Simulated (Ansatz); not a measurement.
# WC: the cost of one run

Program: Ansatz 0.2.0. Level of theory: DFT PBE, scalar-relativistic, plane waves, PAW. These are calculated values, not measurements.

3 further runs of the same task are left out: 3 set aside as unsound or not needed. Runs told in other sessions of the task aren't counted.

**1. Starting point**

The structure is hexagonal, space group P-6m2 (No. 187). Conventional cell: a = 2.922 Å, b = 2.922 Å, c = 2.847 Å, α = 90.00°, β = 90.00°, γ = 120.00°. W (site symmetry -6m2) has 6 C at 2.21 Å in its first shell of neighbours. C (site symmetry -6m2) has 6 W at 2.21 Å in its first shell of neighbours.

Structure file:

```cif
data_structure
_symmetry_space_group_name_H-M 'P 1'
_symmetry_Int_Tables_number 1
_cell_length_a 2.9218
_cell_length_b 2.9218
_cell_length_c 8.5412
_cell_angle_alpha 90.000
_cell_angle_beta 90.000
_cell_angle_gamma 60.000
_cell_volume 63.15
loop_
_atom_site_label
_atom_site_type_symbol
_atom_site_fract_x
_atom_site_fract_y
_atom_site_fract_z
_atom_site_occupancy
W1 W 0.00000 0.00000 0.33333 1
W2 W 0.00000 0.00000 0.66667 1
W3 W 0.00000 0.00000 0.00000 1
C1 C 0.33333 0.33333 0.16667 1
C2 C 0.33333 0.33333 0.50000 1
C3 C 0.33333 0.33333 0.83333 1
```

It is built from the cell relaxed beforehand with the same method (10.52 Å³/atom).

**2. The reference cell**

The cell is repeated 3 times, 6 atoms in all. Reference values: F = -31908.1824 eV; pressure 0.03 GPa; largest force 0.000 eV/Å; gap on the mesh none (metal). It was computed beforehand with the settings of the runs below.

**3. Setting up a stacking-fault curve**

The cut lies on the cell's a–b face, a (0 0 1) plane of area 7.39 Å², between layers 1.42 Å apart (W below, C above); the cell is 8.5 Å thick. Vector c is tilted by f times 1·a + 0·b (length 2.922 Å) with the atoms' Cartesian places fixed: one unrelaxed fault per cell.

**4. At f = 0.200**

input.yaml

```yaml
crystal:
  lattice:
    - [-1.4608858258, -2.5303284743, 0.0]
    - [1.4608858258, -2.5303284743, 0.0]
    - [-0.2921771652, -0.5060656949, 8.5412276451]
  atoms:
    - { symbol: W, position: [-0.0499966667, 0.0, 0.2499833333] }
    - { symbol: W, position: [-0.1166633333, 0.0, 0.5833166667] }
    - { symbol: W, position: [-0.18333, 0.0, 0.91665] }
    - { symbol: C, position: [0.31667, 0.3333333333, 0.0833166667] }
    - { symbol: C, position: [0.2500033333, 0.3333333333, 0.41665] }
    - { symbol: C, position: [0.1833366667, 0.3333333333, 0.7499833333] }
basis:
  ecutwfc: 420
kpoints:
  mp_grid: { grid: [23, 23, 7] }
hamiltonian:
  xc: pbe
scf:
  occupations: { method: gaussian, width: 0.15 }
output:
  forces: true
  stress: true
  eigenvalues: true
```

On the command line:

```bash
$ ansatz run input.yaml --threads 2 --pin off --max-ram 5120MiB --backend cpu --events-out ev --progress --plain --runs-dir out
```

What time and memory should one allow on 2 threads of Intel Xeon at 2.50GHz (Skylake/Cascade Lake), shared host?

About 4.7 min, with a peak of 2.7 GiB.
